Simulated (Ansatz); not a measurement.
# BN (P6_3mc) in Ansatz: equation of state

Aim: energy against volume of BN in PBE, for its equilibrium volume and stiffness.

Program: Ansatz 0.2.0. These are calculated values, not measurements. Logs are shortened: lines on timing, memory, paths and dates and some standing lists are left out, and cuts for length are marked.

## (1) The crystal as given

It takes space group P6_3mc (No. 186, hexagonal). The conventional cell has a = 2.554 Å, b = 2.554 Å, c = 4.227 Å, α = 90.00°, β = 90.00°, γ = 120.00°. N (site symmetry 3m) is surrounded by 4 B at 1.57 to 1.58 Å. B (site symmetry 3m) has 4 N at 1.57 to 1.58 Å as nearest neighbours.

Measurements of this composition are mostly on another form, of space group No. 194.

## (2) Equation of state, PBE

Potentials or basis: all-electron LAPW, scalar-relativistic.

This step only gathers the single runs of the series.

What came out:

* Equilibrium volume: 5.97 Å³/atom
* Bulk modulus at fixed shape and positions: 372 GPa
* Pressure derivative of the bulk modulus: 3.7

Energy against volume, from the lowest point:
| volume (Å³/atom) | energy (meV/atom) |
| --- | --- |
| 5.611 | 27.36 |
| 5.730 | 11.75 |
| 5.850 | 2.83 |
| 5.969 | 0.00 |
| 6.088 | 2.72 |
| 6.208 | 10.50 |
| 6.327 | 22.87 |

Caveat: the cell was scaled at fixed shape and fractional positions, which overstates the stiffness of a crystal with free parameters, most of all of layers and chains.
